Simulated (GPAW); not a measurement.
# GaP (F-43m) in GPAW: notebook

Aim: see how the results for GaP move with the level of theory and the settings. Levels: RPBE+D4, TPSS+D3, PBEsol. Tasks: phonons, elastic constants, Born charges.

Program: GPAW 26.7.0. These are calculated values, not measurements. Logs are shortened: lines on timing, memory, paths and dates and some standing lists are left out, and cuts for length are marked. The log counts tension as positive stress, the text compression.

**Experimental background.**

“Stacking defects in GaP nanowires: Electronic structure and optical properties”, 2018, arxiv:1810.01194 quotes, for a bulk crystal of GaP at 10 K: band gap 2.34 eV (indirect).

The runs below are set against these values where they give the same quantity.

## 1. The structure

The structure is cubic, space group F-43m (No. 216). The conventional cell has a = 5.451 Å, b = 5.451 Å, c = 5.451 Å, α = 90.00°, β = 90.00°, γ = 90.00°. Around Ga (site symmetry -43m) lie 4 P at 2.36 Å. Around P (site symmetry -43m) lie 4 Ga at 2.36 Å.

## 2. Phonons, RPBE+D4

run.py reads:

```python
import json
import numpy as np
import spglib
from ase import Atoms
from ase.calculators.mixing import SumCalculator
from ase.constraints import FixSymmetry
from ase.io import read, write
from ase.optimize import BFGS
from dftd4.ase import DFTD4
from phonopy import Phonopy
from phonopy.structure.atoms import PhonopyAtoms
from gpaw import GPAW, PW

atoms = read('GaP.cif')
cell, positions, numbers = spglib.find_primitive(
    (atoms.cell[:], atoms.get_scaled_positions(), atoms.numbers), symprec=1e-4)
atoms = Atoms(numbers, cell=cell, scaled_positions=positions, pbc=True)

calc = GPAW(mode=PW(600),
            xc='RPBE',
            kpts={'size': (8, 8, 8), 'gamma': True},
            occupations={'name': 'fermi-dirac', 'width': 0.05},
            nbands=11,
            convergence={'density': 1e-06, 'eigenstates': 1e-09},
            maxiter=150,
            txt='gpaw.txt')
atoms.calc = SumCalculator([calc, DFTD4(method='rpbe')])
atoms.set_constraint(FixSymmetry(atoms))
BFGS(atoms, trajectory='relax.traj', logfile='-').run(fmax=0.005, steps=40)
atoms.set_constraint()
energy = atoms.get_potential_energy()
forces = atoms.get_forces()
stress = atoms.get_stress()
calc.write('gs.gpw')
write('result.traj', atoms)
print('Cell:', atoms.cell.cellpar().round(4))
print(atoms.get_scaled_positions().round(5))

def force_constants(scale):
    unit = PhonopyAtoms(symbols=atoms.get_chemical_symbols(), cell=atoms.cell[:] * scale**(1 / 3),
                        scaled_positions=atoms.get_scaled_positions())
    ph = Phonopy(unit, supercell_matrix=np.diag([2, 2, 2]), primitive_matrix=np.eye(3), symprec=1e-4)
    ph.generate_displacements(distance=0.02)
    forces = []
    for i, sc in enumerate(ph.supercells_with_displacements):
        a = Atoms(sc.symbols, cell=sc.cell, scaled_positions=sc.scaled_positions, pbc=True)
        c = GPAW(mode=PW(600),
                 xc='RPBE',
                 kpts={'size': (4, 4, 4), 'gamma': True},
                 occupations={'name': 'fermi-dirac', 'width': 0.05},
                 nbands=53,
                 convergence={'density': 1e-06, 'eigenstates': 1e-09},
                 maxiter=150,
                 txt=f'disp-{scale:.3f}-{i:02d}.txt')
        a.calc = SumCalculator([c, DFTD4(method='rpbe')])
        f = a.get_forces()
        forces.append(f - f.mean(axis=0))
        print(f'displacement {i}: drift', f.mean(axis=0).round(5), flush=True)
    ph.forces = forces
    ph.produce_force_constants()
    ph.symmetrize_force_constants()
    return ph

qpoints = [[0.0, 0.0, 0.0], [0.0, 0.0, 0.5], [0.0, 0.5, 0.0], [0.0, 0.5, 0.5], [0.5, 0.0, 0.0], [0.5, 0.0, 0.5], [0.5, 0.5, 0.0], [0.5, 0.5, 0.5]]
results = {}
for scale in [1.0]:
    ph = force_constants(scale)
    ph.run_qpoints(qpoints)
    nu = ph.qpoints.frequencies * 33.35641  # THz to cm^-1
    results[f'{scale:.3f}'] = nu.tolist()
    for qp, f in zip(qpoints, nu):
        print(scale, np.round(qp, 4), f.round(2))

path = atoms.cell.bandpath('GXWKGLUWLK,UX', npoints=60, eps=1e-4)
ph.run_qpoints(path.kpts)
results['path'] = (ph.qpoints.frequencies * 33.35641).tolist()
results['path_q'] = path.kpts.tolist()
x, ticks, names = path.get_linear_kpoint_axis()
results['axis'] = [x.tolist(), list(ticks), names]
ph.run_mesh([15, 15, 15], is_gamma_center=True)
ph.run_thermal_properties(temperatures=[0, 100, 200, 300, 500, 800], cutoff_frequency=0.05)
tp = ph.thermal_properties
results['thermal'] = [list(v) for v in (tp.temperatures, tp.free_energy, tp.entropy, tp.heat_capacity)]
for t, fv, s, cv in zip(*results['thermal']):
    print(f'{t:6.0f} K  F {fv:9.4f} kJ/mol  S {s:9.4f} J/K/mol  Cv {cv:9.4f} J/K/mol')
json.dump(results, open('phonons.json', 'w'))
```

GaP.cif reads:

```cif
data_GaP
_cell_length_a 5.45050000
_cell_length_b 5.45050000
_cell_length_c 5.45050000
_cell_angle_alpha 90.00000000
_cell_angle_beta 90.00000000
_cell_angle_gamma 90.00000000
_space_group_name_H-M_alt 'F-43m'
_space_group_name_Hall 'F -4 2 3'
_space_group_IT_number 216
loop_
_space_group_symop_operation_xyz
'x,y,z'
'y,-x,-z'
'-x,-y,z'
'-y,x,-z'
'x,-y,-z'
'y,x,z'
'-x,y,-z'
'-y,-x,z'
'z,x,y'
'-z,y,-x'
'z,-x,-y'
'-z,-y,x'
'-z,x,-y'
'z,y,x'
'-z,-x,y'
'z,-y,-x'
'y,z,x'
'-x,-z,y'
'-y,z,-x'
'x,-z,-y'
'-y,-z,x'
'x,z,y'
'y,-z,-x'
'-x,z,-y'
'x,y+1/2,z+1/2'
'y,-x+1/2,-z+1/2'
'-x,-y+1/2,z+1/2'
'-y,x+1/2,-z+1/2'
'x,-y+1/2,-z+1/2'
'y,x+1/2,z+1/2'
'-x,y+1/2,-z+1/2'
'-y,-x+1/2,z+1/2'
'z,x+1/2,y+1/2'
'-z,y+1/2,-x+1/2'
'z,-x+1/2,-y+1/2'
'-z,-y+1/2,x+1/2'
'-z,x+1/2,-y+1/2'
'z,y+1/2,x+1/2'
'-z,-x+1/2,y+1/2'
'z,-y+1/2,-x+1/2'
'y,z+1/2,x+1/2'
'-x,-z+1/2,y+1/2'
'-y,z+1/2,-x+1/2'
'x,-z+1/2,-y+1/2'
'-y,-z+1/2,x+1/2'
'x,z+1/2,y+1/2'
'y,-z+1/2,-x+1/2'
'-x,z+1/2,-y+1/2'
'x+1/2,y,z+1/2'
'y+1/2,-x,-z+1/2'
'-x+1/2,-y,z+1/2'
'-y+1/2,x,-z+1/2'
'x+1/2,-y,-z+1/2'
'y+1/2,x,z+1/2'
'-x+1/2,y,-z+1/2'
'-y+1/2,-x,z+1/2'
'z+1/2,x,y+1/2'
'-z+1/2,y,-x+1/2'
'z+1/2,-x,-y+1/2'
'-z+1/2,-y,x+1/2'
'-z+1/2,x,-y+1/2'
'z+1/2,y,x+1/2'
'-z+1/2,-x,y+1/2'
'z+1/2,-y,-x+1/2'
'y+1/2,z,x+1/2'
'-x+1/2,-z,y+1/2'
'-y+1/2,z,-x+1/2'
'x+1/2,-z,-y+1/2'
'-y+1/2,-z,x+1/2'
'x+1/2,z,y+1/2'
'y+1/2,-z,-x+1/2'
'-x+1/2,z,-y+1/2'
'x+1/2,y+1/2,z'
'y+1/2,-x+1/2,-z'
'-x+1/2,-y+1/2,z'
'-y+1/2,x+1/2,-z'
'x+1/2,-y+1/2,-z'
'y+1/2,x+1/2,z'
'-x+1/2,y+1/2,-z'
'-y+1/2,-x+1/2,z'
'z+1/2,x+1/2,y'
'-z+1/2,y+1/2,-x'
'z+1/2,-x+1/2,-y'
'-z+1/2,-y+1/2,x'
'-z+1/2,x+1/2,-y'
'z+1/2,y+1/2,x'
'-z+1/2,-x+1/2,y'
'z+1/2,-y+1/2,-x'
'y+1/2,z+1/2,x'
'-x+1/2,-z+1/2,y'
'-y+1/2,z+1/2,-x'
'x+1/2,-z+1/2,-y'
'-y+1/2,-z+1/2,x'
'x+1/2,z+1/2,y'
'y+1/2,-z+1/2,-x'
'-x+1/2,z+1/2,-y'
loop_
_atom_site_label
_atom_site_type_symbol
_atom_site_symmetry_multiplicity
_atom_site_Wyckoff_symbol
_atom_site_fract_x
_atom_site_fract_y
_atom_site_fract_z
_atom_site_occupancy
Ga1 Ga 4 a 0.0000000000 0.0000000000 0.0000000000 1
P1 P 4 c 0.2500000000 0.2500000000 0.2500000000 1
```

Potentials or basis: the program's PAW data sets (release 1.2.1) made for this functional, pw.

Run with:

```console
$ OMP_NUM_THREADS=1 python run.py
```

gpaw.txt:

```text
__  _  _
 | _ |_)|_||  |
 |__||  | ||/\| - 26.7.0

Input parameters:
  mode=PW(ecut=600.0),
  convergence={'density': 1e-06, 'eigenstates': 1e-09},
  kpts=MonkhorstPack(size=(8, 8, 8), gamma=True),
  maxiter=150,
  nbands=11,
  occupations=Occupations(name='fermi-dirac', width=0.05),
  xc=XC(name='RPBE')

Diagonalizing LCAO Hamiltonian
Converting LCAO to pw mode

           P

       Ga

Atoms  # Å, Bohr magnetons
|   | symbol |        x |        y |        z |    initial magnetic moments |
|---|--------|----------|----------|----------|-----------------------------|
| 0 |     Ga | 0.000000 | 0.000000 | 0.000000 | ( 0.0000,  0.0000,  0.0000) |
| 1 |      P | 1.362625 | 1.362625 | 1.362625 | ( 0.0000,  0.0000,  0.0000) |

Unit cell  # Å
| periodic |        x |        y |        z |  lengths |    angles |
|----------|----------|----------|----------|----------|-----------|
|      yes | 0.000000 | 2.725250 | 2.725250 | 3.854086 | 60.000000 |
|      yes | 2.725250 | 0.000000 | 2.725250 | 3.854086 | 60.000000 |
|      yes | 2.725250 | 2.725250 | 0.000000 | 3.854086 | 60.000000 |

Number of symmetries: 24
Symmetry operations  # r_c * U_cc + t_c -> r_c
|    | kind |            matrix            |
|----|------|------------------------------|
|  0 |  E   |  1, 0, 0,  0, 1, 0,  0, 0, 1 |
|  1 |  σ   |  1, 0, 0,  0, 0, 1,  0, 1, 0 |
|  2 |  σ   |  1, 0,-1,  0, 1,-1,  0, 0,-1 |
|  3 |  C3  |  1, 0,-1,  0, 0,-1,  0, 1,-1 |
|  4 |  C3  |  1,-1, 0,  0,-1, 1,  0,-1, 0 |
|  5 |  σ   |  1,-1, 0,  0,-1, 0,  0,-1, 1 |
|  6 |  σ   |  0, 1, 0,  1, 0, 0,  0, 0, 1 |
|  7 |  C3  |  0, 1, 0,  0, 0, 1,  1, 0, 0 |
|  8 |  C2  |  0, 1,-1,  1, 0,-1,  0, 0,-1 |
|  9 |  S4  |  0, 1,-1,  0, 0,-1,  1, 0,-1 |
| 10 |  C3  |  0, 0, 1,  1, 0, 0,  0, 1, 0 |
| 11 |  σ   |  0, 0, 1,  0, 1, 0,  1, 0, 0 |
| 12 |  S4  |  0, 0,-1,  1, 0,-1,  0, 1,-1 |
| 13 |  C3  |  0, 0,-1,  0, 1,-1,  1, 0,-1 |
| 14 |  S4  |  0,-1, 1,  1,-1, 0,  0,-1, 0 |
| 15 |  C2  |  0,-1, 1,  0,-1, 0,  1,-1, 0 |
| 16 |  C3  |  0,-1, 0,  1,-1, 0,  0,-1, 1 |
| 17 |  S4  |  0,-1, 0,  0,-1, 1,  1,-1, 0 |
| 18 |  S4  | -1, 1, 0, -1, 0, 1, -1, 0, 0 |
| 19 |  C3  | -1, 1, 0, -1, 0, 0, -1, 0, 1 |
| 20 |  C3  | -1, 0, 1, -1, 1, 0, -1, 0, 0 |
| 21 |  S4  | -1, 0, 1, -1, 0, 0, -1, 1, 0 |
| 22 |  σ   | -1, 0, 0, -1, 1, 0, -1, 0, 1 |
| 23 |  C2  | -1, 0, 0, -1, 0, 1, -1, 1, 0 |

BZ-sampling:
  Number of BZ points: 512
  Number of IBZ points: 29

  Monkhorst-Pack size: [8, 8, 8]
  Monkhorst-Pack shift: [0.0625, 0.0625, 0.0625]

K-points  # in reciprocal-cell coordinates
|     |                                coordinates |     weight |
|-----|--------------------------------------------|------------|
|   0 | (  0.00000000,   0.00000000,   0.00000000) | 0.00195312 |
|   1 | (  0.12500000,   0.12500000,   0.00000000) | 0.01171875 |
|   2 | (  0.12500000,   0.12500000,   0.12500000) | 0.01562500 |
|   3 | (  0.25000000,   0.12500000,   0.12500000) | 0.02343750 |
|   4 | (  0.25000000,   0.25000000,   0.00000000) | 0.01171875 |
|   5 | (  0.25000000,   0.25000000,   0.12500000) | 0.04687500 |
|   6 | (  0.25000000,   0.25000000,   0.25000000) | 0.01562500 |
|   7 | (  0.37500000,   0.25000000,  -0.37500000) | 0.04687500 |
|   8 | (  0.37500000,   0.25000000,   0.12500000) | 0.04687500 |
|   9 | (  0.37500000,   0.25000000,   0.25000000) | 0.04687500 |
| ... |                                            |            |
|  28 | (  0.50000000,   0.50000000,   0.50000000) | 0.00781250 |

Plane wave coefficients: 1365
Cutoff: 600.0 eV

Spin-components: 1 (collinear spins)
Bands:           11
Projectors:      10
Spin-degeneracy: 2
Datatype:        complex128

Parallelization:
  kpt:    1
  domain: 1
  band:   1

Density:
  Valence electrons: 8.0
  Components: 1
  Grid points: [24 24 24]
  Charge: 0.0  # |e|

Potential:
  Grid points: [24 24 24]

species:
  Ga:
    name:    Gallium
    Z:       31.0
    valence: 3
    core:    28
    charge:  0.0  # [|e|]
    compensation charges:
      type: gauss
      rc: 0.37  # [Å]
      lmax: 2
    cutoffs:
      filter: 2.06  # [Å]
      core: 4.17  # [Å]
    projectors
    | kind |    occ | energy [eV] | rcut [Å] |
    |------|--------|-------------|----------|
    |   4s |  2.000 |      -8.878 |    1.164 |
    |   4p |  1.000 |      -2.543 |    1.164 |
    |    s |        |      18.334 |    1.164 |
    |    p |        |      24.668 |    1.164 |
    |    d |        |       0.000 |    1.164 |

    Using partial waves for Ga as LCAO basis

  P:
    name:    Phosphorus
    Z:       15.0
    valence: 5
    core:    10
    charge:  0.0  # [|e|]
    compensation charges:
      type: gauss
      rc: 0.30  # [Å]
      lmax: 2
    cutoffs:
      filter: 1.69  # [Å]
      core: 1.81  # [Å]
    projectors
    | kind |    occ | energy [eV] | rcut [Å] |
    |------|--------|-------------|----------|
    |   3s |  2.000 |     -13.955 |    0.953 |
    |   3p |  3.000 |      -5.495 |    0.953 |
    |    s |        |      13.257 |    0.953 |
    |    p |        |      21.717 |    0.953 |
    |    d |        |       0.000 |    0.953 |

    Using partial waves for P as LCAO basis

Reference energy: -62197.110969  # eV

eigensolver:
  PPCG
  Converge bands: occupied
  niter=2

density mixing:
  MSR1-Mixer
  Pratt-step length: 0.05
  Maximum mixing coefficient: 0.75
  Old densities: 10
  SVD Regularization: 0.005
  Good broyden scale: 1.0
  Trust region scale: 1.0
  Backstep threshold: 4.0
  History deletion threshold: 6.0
  Fourier metric: weight=20.0, sigma=0.015

occupation numbers:
  Fermi-Dirac:
    width: 0.0500  # eV

poisson solver:
  ecut: 4800.0  # eV

xc functional:
  name: RPBE with 2 nearest neighbor stencil

convergence criteria:
- Maximum integral of absolute [dens]ity change: 1e-06 electrons / valence electron
- Maximum integral of absolute [eigenst]ate change: 1e-09 eV^2 / valence electron
- Maximum [total energy] change in last 3 cyles: 0.0005 eV / valence electron
maximum number of iterations: 150

SCF iterations
|iter     | |      energy | eigst |  dens |
|---------|-|-------------|-------|-------|
|iter:   1| |   -8.507130 | -0.29 |       |
|iter:   2| |   -8.473479 | -2.35 | -0.83 |
|iter:   3| |   -8.339828 | -1.84 | -0.86 |
|iter:   4| |   -8.344148 | -3.38 | -1.50 |
|iter:   5| |   -8.344955 | -4.18 | -2.00 |
|iter:   6| |   -8.345012c| -5.36 | -2.76 |
|iter:   7| |   -8.345012c| -7.05 | -3.66 |
|iter:   8| |   -8.345012c| -8.47 | -4.30 |
|iter:   9| |   -8.345012c| -9.53c| -5.08 |
|iter:  10| |   -8.345012c| -9.57c| -5.60 |
|iter:  11| |   -8.345012c|-10.88c| -6.52c|

Converged in 11 steps
Energy contributions relative to reference atoms: (reference = -62197.110969)

Energy contributions:
  Kinetic:          24.992397
  Coulomb:         -21.815264
  Zero:              0.011316
  External:          0.000000
  Xc:              -11.533461
  Entropy:          -0.000000
  Spinorbit:         0.000000
  ----------------------------
  Free energy:      -8.345012
  Extrapolated:     -8.345012

dipole moment: (-16.885369, -16.885369, -16.885369)  # |e|*Ang

Fermi level: 5.894
Eigenvalues  # (at kpt = [0.000, 0.000, 0.000])
| band index |      eig [eV] | occ [0-2] |
|------------|---------------|-----------|
|          0 |        -7.386 |     2.000 |
|          1 |         5.048 |     2.000 |
|          2 |         5.048 |     2.000 |
|          3 |         5.048 |     2.000 |
|          4 |         7.068 |     0.000 |
|          5 |         9.017 |     0.000 |
|          6 |         9.017 |     0.000 |
|          7 |         9.017 |     0.000 |
|          8 |        14.152 |     0.000 |
|          9 |        14.733 |     0.000 |
|         10 |        14.733 |     0.000 |

Gap: 1.760 eV
Transition (v -> c):
  (s=0, k=0, n=3, [0.00, 0.00, 0.00]) -> (s=0, k=12, n=4, [0.38, 0.38, 0.00])
Direct/indirect transitions are different
Direct gap: 2.020 eV
Transition at: (s=0, k=0, n=3, [0.00, 0.00, 0.00])

Forces  # eV/Ang
|        x |        y |        z |
|----------|----------|----------|
|  0.00000 | -0.00000 |  0.00000 |  # Ga   0
| -0.00000 | -0.00000 | -0.00000 |  # P    1

Stress tensor  # eV/Ang^3
|         x |         y |         z |
|-----------|-----------|-----------|
| -0.041788 |  0.000000 | -0.000000 |
|  0.000000 | -0.041788 |  0.000000 |
| -0.000000 |  0.000000 | -0.041788 |

# Writing to gs.gpw (mode='')
```

Wall time 16 min (1 thread of Arm Neoverse V1, shared host); peak memory 0.77 GiB.

Results:

```yaml
Free_energy: -9.9109 eV
Pressure_after_relaxing: -0.3 GPa
Band_gap_on_the_k_mesh: 1.76 eV, indirect (least direct gap 2.02 eV)
Highest_phonon_frequency_LO-TO_splitting_left_out: 380 cm⁻¹
Dispersion_energy_per_atom: -0.783 eV
```

Final structure:
```xyz
2
Lattice="0.0000 2.7252 2.7252 2.7252 0.0000 2.7252 2.7252 2.7252 0.0000" Properties=species:S:1:pos:R:3 pbc="T T T"
Ga    0.0000    0.0000    0.0000
P     1.3626    1.3626    1.3626
```

Phonon frequencies in cm⁻¹ (negative: imaginary):
```csv
q point,frequencies
"(0.000, 0.000, 0.000)",0 0 0 378 378 378
"(0.000, 0.000, 0.500)",69 69 240 378 378 378
"(0.000, 0.500, 0.000)",69 69 240 378 378 378
"(0.000, 0.500, 0.500)",88 88 263 374 380 380
"(0.500, 0.000, 0.000)",69 69 240 378 378 378
"(0.500, 0.000, 0.500)",88 88 263 374 380 380
"(0.500, 0.500, 0.000)",88 88 263 374 380 380
"(0.500, 0.500, 0.500)",69 69 240 378 378 378
```

Caveat: the LO-TO splitting is left out; phonon bands are interpolated from a small supercell.

(Continued in part 2 of 3.)
